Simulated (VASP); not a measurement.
Input of a VASP 6.6.1 run:

The input INCAR:

```
  ALGO = Normal
  EDIFF = 1E-6
  EDIFFG = -0.01
  ENCUT = 600
  GGA = PS
  IBRION = 2
  ISIF = 3
  ISMEAR = -1
  IVDW = 11
  LASPH = True
  LCHARG = False
  LREAL = False
  LWAVE = False
  NELM = 100
  NSW = 60
  PREC = Accurate
  SIGMA = 0.05
```

KPOINTS

```
k-points
0
Gamma
  6 6 8
```

Contents of POSCAR:

```
HfO2
1.0
    4.8135329900      0.0000000000      0.0000000000
    0.0000000000      4.8135329900      0.0000000000
    0.0000000000      0.0000000000      3.2054154100
Hf O
2 4
Direct
    0.5000000000      0.5000000000      0.5000000000
    0.0000000000      0.0000000000      0.0000000000
    0.8050448800      0.1949551200      0.5000000000
    0.6949551200      0.6949551200      0.0000000000
    0.3050448800      0.3050448800      0.0000000000
    0.1949551200      0.8050448800      0.5000000000
```

Potentials or basis: VASP PAW PBE potentials, release 64 (Hf_pv, O).

Launch:

```bash
$ cat potpaw_PBE.64/Hf_pv/POTCAR potpaw_PBE.64/O/POTCAR > POTCAR
$ mpirun -np 1 vasp_std > vasp.out
```

Q: Estimate the dispersion energy per atom.

A: -0.137 eV.

Q: Predict the band gap on the k mesh.

A: 3.91 eV, direct.

Q: What does it give for the relaxed cell?

A: a = 4.794 Å, b = 4.794 Å, c = 3.189 Å, α = 90.00°, β = 90.00°, γ = 90.00°.

Q: What does it give for the relaxed volume?

A: 12.22 Å³/atom.

Final structure:
```
Hf O
1.0
     4.79432    0.00000    0.00000
     0.00000    4.79432    0.00000
     0.00000    0.00000    3.18923
Hf O
2 4
Direct
  0.50000 0.50000 0.50000
  0.00000 0.00000 0.00000
  0.80486 0.19514 0.50000
  0.69514 0.69514 0.00000
  0.30486 0.30486 0.00000
  0.19514 0.80486 0.50000
```

Caveat: the PAW data sets were made with another functional, which shifts forces and pressure a little; spin-orbit coupling is left out, which moves the levels of the heavy elements. Expect the measured gap to be larger: semilocal functionals such as PBEsol lack the derivative discontinuity.
